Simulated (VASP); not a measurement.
# Rh (Pm-3m) in VASP: a series of runs

One crystal, Rh, is run at these levels: PBEsol; tasks: single point.

All numbers are computed with VASP 6.6.1; they aren't measurements. Logs are shortened: lines on timing, memory, paths and dates and some standing lists are left out, and cuts for length are marked.

## (1) Starting point

Symmetry: Pm-3m, No. 221, cubic system. The conventional cell has a = 2.501 Å, b = 2.501 Å, c = 2.501 Å, α = 90.00°, β = 90.00°, γ = 90.00°. Rh (site symmetry m-3m) has 6 Rh at 2.50 Å as nearest neighbours.

This isn't the form of Rh at room conditions, which is fcc.

## (2) Single point, PBEsol

The input, INCAR:

```
  PREC = Accurate
  ENCUT = 520
  EDIFF = 1E-7
  ISMEAR = -1
  SIGMA = 0.1
  LREAL = False
  LASPH = True
  NELM = 100
  ALGO = Normal
  ISIF = 2
  LWAVE = False
  LCHARG = True
  GGA = PS
  LELF = True
  LVHAR = True
  NBANDS = 14
```

The input, KPOINTS:

```
Automatic mesh
0
Gamma
  20 20 20
```

The input, POSCAR:

```
Rh
1.0
    2.5007978423      0.0000000000      0.0000000000
    0.0000000000      2.5007978423      0.0000000000
    0.0000000000      0.0000000000      2.5007978423
Rh
1
Direct
    0.0000000000      0.0000000000      0.0000000000
```

Potentials or basis: VASP PAW PBE potentials, release 64 (Rh_pv).

On the command line:

```
cat potpaw_PBE.64/Rh_pv/POTCAR > POTCAR
mpirun -np 1 vasp_std > vasp.out
```

OUTCAR:

```text
PREC = Accurate
   ENCUT = 520
   EDIFF = 1E-7
   ISMEAR = -1
   LREAL = False
   LASPH = True
   NELM = 100
   ISIF = 2
   GGA = PS

 ion  position               nearest neighbor table
   1  0.000  0.000  0.000-

  LATTYP: Found a simple cubic cell.
 ALAT       =     2.5007978423

  Lattice vectors:

 A1 = (   2.5007978423,   0.0000000000,   0.0000000000)
 A2 = (   0.0000000000,   2.5007978423,   0.0000000000)
 A3 = (   0.0000000000,   0.0000000000,   2.5007978423)

Analysis of symmetry for initial positions (statically):
=====================================================================
 Subroutine PRICEL returns:
 Original cell was already a primitive cell.

 Routine SETGRP: Setting up the symmetry group for a
 simple cubic supercell.

 Subroutine GETGRP returns: Found 48 space group operations
 (whereof 48 operations were pure point group operations)
 out of a pool of 48 trial point group operations.

The static configuration has the point symmetry O_h .

Analysis of symmetry for dynamics (positions and initial velocities):
=====================================================================
 Subroutine PRICEL returns:
 Original cell was already a primitive cell.

 Routine SETGRP: Setting up the symmetry group for a
 simple cubic supercell.

 Subroutine GETGRP returns: Found 48 space group operations
 (whereof 48 operations were pure point group operations)
 out of a pool of 48 trial point group operations.

The dynamic configuration has the point symmetry O_h .

 Subroutine INISYM returns: Found 48 space group operations
 (whereof 48 operations are pure point group operations),
 and found     1 'primitive' translations

----------------------------------------------------------------------------------------

                                     Primitive cell

  volume of cell :      15.6400

  direct lattice vectors                    reciprocal lattice vectors
     2.500797842  0.000000000  0.000000000     0.399872386  0.000000000  0.000000000
     0.000000000  2.500797842  0.000000000     0.000000000  0.399872386  0.000000000
     0.000000000  0.000000000  2.500797842     0.000000000  0.000000000  0.399872386

  length of vectors
     2.500797842  2.500797842  2.500797842     0.399872386  0.399872386  0.399872386

  position of ions in fractional coordinates (direct lattice)
     0.000000000  0.000000000  0.000000000

  ion indices of the primitive-cell ions
   primitive index   ion index
                 1           1

----------------------------------------------------------------------------------------

 KPOINTS: Automatic mesh

Automatic generation of k-mesh.
 Grid dimensions read from file:
 generate k-points for:   20   20   20

 Generating k-lattice:

  Cartesian coordinates                     Fractional coordinates (reciprocal lattice)
     0.019993619  0.000000000  0.000000000     0.050000000  0.000000000  0.000000000
     0.000000000  0.019993619  0.000000000     0.000000000  0.050000000  0.000000000
     0.000000000  0.000000000  0.019993619     0.000000000  0.000000000  0.050000000

  Length of vectors
     0.019993619  0.019993619  0.019993619

  Shift w.r.t. Gamma in fractional coordinates (k-lattice)
     0.000000000  0.000000000  0.000000000

 Subroutine IBZKPT returns following result:
 ===========================================

 Found    286 irreducible k-points:

 Following reciprocal coordinates:
            Coordinates               Weight
  0.000000  0.000000  0.000000      1.000000
  0.050000  0.000000  0.000000      6.000000
  0.100000  0.000000  0.000000      6.000000
  0.150000  0.000000  0.000000      6.000000
  0.200000  0.000000  0.000000      6.000000
  0.250000  0.000000  0.000000      6.000000
[... 16 lines left out ...]
  0.150000  0.100000  0.000000     24.000000
  0.200000  0.100000  0.000000     24.000000
 [... further k-points ...]
   k-points           NKPTS =    286   k-points in BZ     NKDIM =    286   number of bands    NBANDS=     14
   number of dos      NEDOS =    301   number of ions     NIONS =      1
   total plane-waves  NPLWV =   8000
   dimension x,y,z NGX =    20 NGY =   20 NGZ =   20
   dimension x,y,z NGXF=    40 NGYF=   40 NGZF=   40
   ions per type =               1
   NGX,Y,Z   is equivalent  to a cutoff of  13.30, 13.30, 13.30 a.u.
   NGXF,Y,Z  is equivalent  to a cutoff of  26.59, 26.59, 26.59 a.u.
 SYSTEM =  unknown system
   PREC   = accura    normal or accurate (medium, high low for compatibility)
   ISTART =      0    job   : 0-new  1-cont  2-samecut
   ICHARG =      2    charge: 1-file 2-atom 10-const
   ISPIN  =      1    spin polarized calculation?
   LNONCOLLINEAR =      F non collinear calculations
   LSORBIT =      F    spin-orbit coupling
   LASPH  =      T    aspherical Exc in radial PAW
   ENCUT  =  520.0 eV  38.22 Ry    6.18 a.u.   4.65  4.65  4.65*2*pi/ulx,y,z
   NELM   =    100;   NELMIN=  2; NELMDL= -5     # of ELM steps
   EDIFF  = 0.1E-06   stopping-criterion for ELM
   LREAL  =      F    real-space projection
   EDIFFG = 0.1E-05   stopping-criterion for IOM
   NSW    =      0    number of steps for IOM
   IBRION =     -1    ionic relax: 0-MD 1-quasi-New 2-CG
   NFREE  =      0    steps in history (QN), initial steepest desc. (CG)
   ISIF   =      2    stress and relaxation
   ISYM   =      2    0-nonsym 1-usesym 2-fastsym
   POTIM  = 0.5000    time-step for ionic-motion
   TEBEG  =    0.0;   TEEND  =   0.0 temperature during run
   PSTRESS=    0.0 pullay stress
   NELECT =      15.0000    total number of electrons
   NUPDOWN=      -1.0000    fix difference up-down
   EMIN   =  10.00;   EMAX   =-10.00  energy-range for DOS
   EFERMI =   0.00;   METHOD = LEGACY
   ISMEAR =    -1;   SIGMA  =   0.10  broadening in eV -4-tet -1-fermi 0-gaus
   EFERMI_NEDOS =   21; number of points for ismear=-14 and -15
   IALGO  =     38    algorithm
   IMIX   =      4    mixing-type and parameters
     AMIX     =   0.40;   BMIX     =  1.00
     AMIX_MAG =   1.60;   BMIX_MAG =  1.00
  volume/ion in A,a.u.               =      15.64       105.54
  Fermi-wavevector in a.u.,A,eV,Ry     =   1.614458  3.050883 35.463226  2.606474
  Thomas-Fermi vector in A             =   2.709363
   LORBIT       =      0    0 simple, 1 ext, 2 COOP (PROOUT), +10 PAW based schemes
   GGA     = PS    functional components
   LHFCALC =     F    Hartree Fock is set to
   AEXX    =    0.0000 exact exchange contribution
   IVDW    =     0    specifies the selected vdW correction
   LEPSILON=     F    determine dielectric tensor
   LRPA    =     F    only Hartree local field effects (RPA)
 non-spin polarized calculation
  energy-cutoff  :      520.00
  volume of cell :       15.64
 maximum number of plane-waves:       443
 NGX is ok and might be reduce to    20
   NGX =  9   NGY =  9   NGZ =  9

 number of electron      14.9999993 magnetization

 Free energy of the ion-electron system (eV)
  ---------------------------------------------------
  ext. energy  EPLUGINS =         0.00000000
  ---------------------------------------------------
  free energy    TOTEN  =        -7.27795008 eV

  energy without entropy =       -7.22315951  energy(sigma->0) =       -7.25055480

 E-fermi :   9.6880     XC(G=0): -13.2562

 val. band max:        9.6809525208   @ k =   0.4500   0.2000   0.1000
 cond. band min:       9.6887994836   @ k =   0.3000   0.2500   0.0500
 fundamental gap:      0.0078469628
 Fermi energy:         9.6880364950

 k-point     1 :       0.0000    0.0000    0.0000
  band No.  band energies     occupation
      1     -36.3295      2.00000
      2     -36.3295      2.00000
      3     -36.3295      2.00000
      4       2.5985      2.00000
      5       4.2863      2.00000
      6       4.2863      2.00000
      7      10.5142      0.00052
      8      10.5142      0.00052
      9      10.5142      0.00052
     10      26.7195      0.00000
     11      26.7195      0.00000
     12      26.7195      0.00000
     13      30.6251      0.00000
     14      34.2844      0.00000

 k-point     2 :       0.0500    0.0000    0.0000
  band No.  band energies     occupation
      1     -36.3499      2.00000
      2     -36.3278      2.00000
      3     -36.3278      2.00000
      4       2.6738      2.00000
      5       4.3013      2.00000
      6       4.3558      2.00000
      7      10.4469      0.00101
      8      10.4469      0.00101
      9      10.5194      0.00049
     10      26.1882      0.00000
     11      26.8528      0.00000
     12      26.8528      0.00000
     13      30.6274      0.00000
     14      33.8744      0.00000

 k-point     3 :       0.1000    0.0000    0.0000
  band No.  band energies     occupation
      1     -36.4090      2.00000
      2     -36.3228      2.00000
      3     -36.3228      2.00000
      4       2.8863      2.00000
      5       4.3454      2.00000
      6       4.5709      2.00000
      7      10.2562      0.00679
      8      10.2562      0.00679
      9      10.5345      0.00042
     10      24.9480      0.00000
     11      27.2394      0.00000
     12      27.2394      0.00000
     13      30.6303      0.00000
     14      32.9661      0.00000

 k-point     4 :       0.1500    0.0000    0.0000
  band No.  band energies     occupation
      1     -36.5003      2.00000
      2     -36.3151      2.00000
      3     -36.3151      2.00000
      4       3.1987      2.00000
      5       4.4149      2.00000
      6       4.9478      2.00000
      7       9.9721      0.11035
      8       9.9721      0.11035
      9      10.5581      0.00033
     10      23.4583      0.00000
     11      27.8436      0.00000
     12      27.8436      0.00000
     13      30.6324      0.00000
     14      31.8759      0.00000

 k-point     5 :       0.2000    0.0000    0.0000
  band No.  band energies     occupation
      1     -36.6142      2.00000
      2     -36.3053      2.00000
      3     -36.3053      2.00000
      4       3.5624      2.00000
      5       4.5041      2.00000
      6       5.4991      2.00000
      7       9.6335      1.26595
      8       9.6335      1.26595
      9      10.5881      0.00025
     10      21.9393      0.00000
     11      28.6169      0.00000
[... 276 lines left out ...]
 k-point    22 :       0.1000    0.1000    0.0000
  band No.  band energies     occupation
      1     -36.4052      2.00000
      2     -36.3989      2.00000
      3     -36.3162      2.00000
      4       3.1759      2.00000
      5       4.5248      2.00000
      6       4.7267      2.00000
      7       9.9918      0.09149
      8      10.2385      0.00810
      9      10.3212      0.00355
     10      25.2976      0.00000
     11      25.4757      0.00000
     12      27.7611      0.00000
     13      30.6345      0.00000
     14      32.7681      0.00000

 k-point    23 :       0.1500    0.1000    0.0000
  band No.  band energies     occupation
      1     -36.4932      2.00000
      2     -36.3938      2.00000
      3     -36.3085      2.00000
      4       3.4842      2.00000
      5       4.6349      2.00000
      6       5.0560      2.00000
      7       9.7067      0.90676
      8       9.9894      0.09365
      9      10.3167      0.00371
     10      23.8690      0.00000
     11      25.8736      0.00000
     12      28.3677      0.00000
     13      30.6357      0.00000
     14      32.0779      0.00000

 k-point    24 :       0.2000    0.1000    0.0000
  band No.  band energies     occupation
      1     -36.6066      2.00000
      2     -36.3837      2.00000
      3     -36.2988      2.00000
      4       3.8339      2.00000
      5       4.7404      2.00000
      6       5.5809      2.00000
      7       9.3826      1.90992
      8       9.6580      1.14886
      9      10.3474      0.00273
     10      22.3304      0.00000
     11      26.4591      0.00000
     12      29.1448      0.00000
     13      30.6345      0.00000
     14      31.2394      0.00000

 [... further k-points ...]

------------------------ aborting loop because EDIFF is reached ----------------------------------------

  FORCE on cell =-STRESS in cart. coord.  units (eV):
  Direction    XX          YY          ZZ          XY          YZ          ZX
  --------------------------------------------------------------------------------------
  -------------------------------------------------------------------------------------
  Total       -0.0087908     -0.0087908     -0.0087908      0.0000000      0.0000000      0.0000000
  in kB       -0.9005406     -0.9005406     -0.9005406      0.0000000      0.0000000      0.0000000
  external PRESSURE =      -0.9005406 kB  Pullay stress =       0.0000000 kB

 VOLUME and BASIS-vectors are now :
 -----------------------------------------------------------------------------
  energy-cutoff  :      520.00
  volume of cell :       15.64
      direct lattice vectors                 reciprocal lattice vectors
     2.500797842  0.000000000  0.000000000     0.399872386  0.000000000  0.000000000
     0.000000000  2.500797842  0.000000000     0.000000000  0.399872386  0.000000000
     0.000000000  0.000000000  2.500797842     0.000000000  0.000000000  0.399872386

 POSITION                                       TOTAL-FORCE (eV/Angst)
 -----------------------------------------------------------------------------------
      0.00000      0.00000      0.00000         0.000000      0.000000      0.000000
 -----------------------------------------------------------------------------------
    total drift:                                0.000000      0.000000      0.000000

  FREE ENERGIE OF THE ION-ELECTRON SYSTEM (eV)
  ---------------------------------------------------
  free  energy   TOTEN  =        -7.2779500786 eV

  energy  without entropy=       -7.2231595124  energy(sigma->0) =       -7.25055480
```

Run time: 46 s. Hardware: 1 thread of Intel Xeon Platinum 8259CL at 2.50GHz (Skylake/Cascade Lake), shared host; peak memory 0.17 GiB.

Results:

- Free energy: -7.2780 eV
- Pressure: -0.1 GPa
- Band gap on the k mesh: none (metal or under the smearing width)

Levels at points of the mesh, in eV from the Fermi level:
```tsv
k point	band 5	band 6	band 7	band 8	band 9	band 10
(0.00, 0.00, 0.00)	-5.40	-5.40	0.83	0.83	0.83	17.03
(0.50, 0.00, 0.00)	-4.56	-1.43	-1.43	-0.18	1.04	6.45
(0.50, 0.50, 0.00)	-3.84	-0.99	-0.99	2.47	5.66	5.66
(0.50, 0.50, 0.50)	-4.71	-4.71	2.61	2.61	10.04	12.35
```

Caveat: the PAW data sets were made with another functional, which shifts forces and pressure a little.

## (3) Single point, PBEsol

The input, INCAR:

```
SYSTEM = Rh
PREC = Accurate
ENCUT = 520
EDIFF = 1E-7
ISMEAR = -1
SIGMA = 0.1
LREAL = .FALSE.
LASPH = .TRUE.
NELM = 100
ALGO = Normal
ISIF = 2
LWAVE = .FALSE.
LCHARG = .FALSE.
GGA = PS
NBANDS = 14
```

The input, KPOINTS:

```
Automatic mesh
0
G
  14 14 14
  0 0 0
```

POSCAR is that of step 2.

Potentials or basis: VASP PAW PBE potentials, release 64 (Rh_pv).

On the command line:

```
cat potpaw_PBE.64/Rh_pv/POTCAR > POTCAR
mpirun -np 1 vasp_std > vasp.out
```

It took 21 s on 1 thread of Intel Xeon Platinum 8259CL at 2.50GHz (Skylake/Cascade Lake), shared host; peak memory 0.14 GiB.

Results (log left out):

```
Free energy            : -7.2828 eV
Pressure               : -0.2 GPa
Band gap on the k mesh : none (metal or under the smearing width)
```

Levels at points of the mesh, in eV from the Fermi level:
```tsv
k point	band 3	band 4	band 5	band 6	band 7	band 8	band 9	band 10	band 11	band 12
(0.00, 0.00, 0.00)	-46.03	-7.10	-5.41	-5.41	0.82	0.82	0.82	17.02	17.02	17.02
(0.50, 0.00, 0.00)	-45.96	-4.75	-4.57	-1.44	-1.44	-0.19	1.04	6.44	17.52	20.94
(0.50, 0.50, 0.00)	-45.89	-5.92	-3.85	-1.00	-1.00	2.46	5.65	5.65	13.50	14.09
(0.50, 0.50, 0.50)	-46.63	-4.72	-4.72	-4.72	2.60	2.60	10.03	12.34	12.34	12.34
```

Caveat: the PAW data sets were made with another functional, which shifts forces and pressure a little.

## (4) Single point, PBEsol

This run uses another cell than the first one, of 14.39 Å³/atom, 0.920 times its volume.

The input, INCAR:

```
PREC     = Accurate       # precision mode
ENCUT    = 520            # plane-wave cutoff, eV
EDIFF    = 1E-6           # SCF threshold, eV
ISMEAR   = -1             # smearing method
SIGMA    = 0.1            # smearing width, eV
LREAL    = False          # projectors in reciprocal space
LASPH    = True           # aspherical terms in the spheres
NELM     = 80             # most SCF steps
ALGO     = Fast           # electronic algorithm
ISIF     = 2              # what is computed and relaxed
LWAVE    = False          # write WAVECAR
LCHARG   = False          # write CHGCAR
GGA      = PS             # functional
NBANDS   = 14             # bands
```

The input, KPOINTS:

```
regular mesh
0
Gamma
  14 14 14
```

The input, POSCAR:

```
Rh
1.0
    2.4322480380      0.0000000000      0.0000000000
    0.0000000000      2.4322480380      0.0000000000
    0.0000000000      0.0000000000      2.4322480380
Rh
1
Direct
    0.0000000000      0.0000000000      0.0000000000
```

On the command line:

```
cat potpaw_PBE.64/Rh_pv/POTCAR > POTCAR
mpirun -np 1 vasp_std > vasp.out
```

It took 16 s on 1 thread of Intel Xeon Platinum 8259CL at 2.50GHz (Skylake/Cascade Lake), shared host; peak memory 0.13 GiB.

The run converged. Its results:

```yaml
Free_energy: -7.2057 eV
Pressure: 21.4 GPa
Band_gap_on_the_k_mesh: none (metal or under the smearing width)
```

Levels at points of the mesh, in eV from the Fermi level:
```csv
k point,band 3,band 4,band 5,band 6,band 7,band 8,band 9,band 10,band 11,band 12
"(0.00, 0.00, 0.00)",-46.15,-7.67,-6.09,-6.09,0.95,0.95,0.95,17.65,17.65,17.65
"(0.50, 0.00, 0.00)",-46.06,-5.34,-5.02,-1.64,-1.64,-0.40,1.20,7.14,17.61,20.75
"(0.50, 0.50, 0.00)",-45.97,-6.73,-4.28,-1.14,-1.14,2.82,5.88,5.88,14.16,15.51
"(0.50, 0.50, 0.50)",-46.93,-5.37,-5.37,-5.37,2.99,2.99,9.78,13.22,13.22,13.22
```

Caveat: so large a pressure means that the cell lies far from this level's equilibrium, or that cutoff or potentials fall short; the potentials were made for another functional, which shifts forces and pressure.

## (5) The runs side by side

| cell | k mesh | gap on the mesh (eV) | pressure (GPa) |
| --- | --- | --- | --- |
| Pm-3m, 15.64 Å³/atom | 20 × 20 × 20 | none | -0.1 |
| Pm-3m, 15.64 Å³/atom | 14 × 14 × 14 | none | -0.2 |
| Pm-3m, 14.39 Å³/atom | 14 × 14 × 14 | none | 21.4 |

Alike in all rows: task single point; level PBEsol; potentials or basis VASP PAW PBE potentials, release 64 (Rh_pv); no spin polarisation; cutoff (eV) 520; smearing fermi-dirac 0.1 eV.

Every run on the cell as given and a fine mesh finds a metal.

Caveats: the PAW data sets were made with another functional, which shifts forces and pressure a little (some runs); so large a pressure means that the cell lies far from this level's equilibrium, or that cutoff or potentials fall short (some runs); the potentials were made for another functional, which shifts forces and pressure (some runs).

Absolute energies hang on the potentials; compare differences alone.
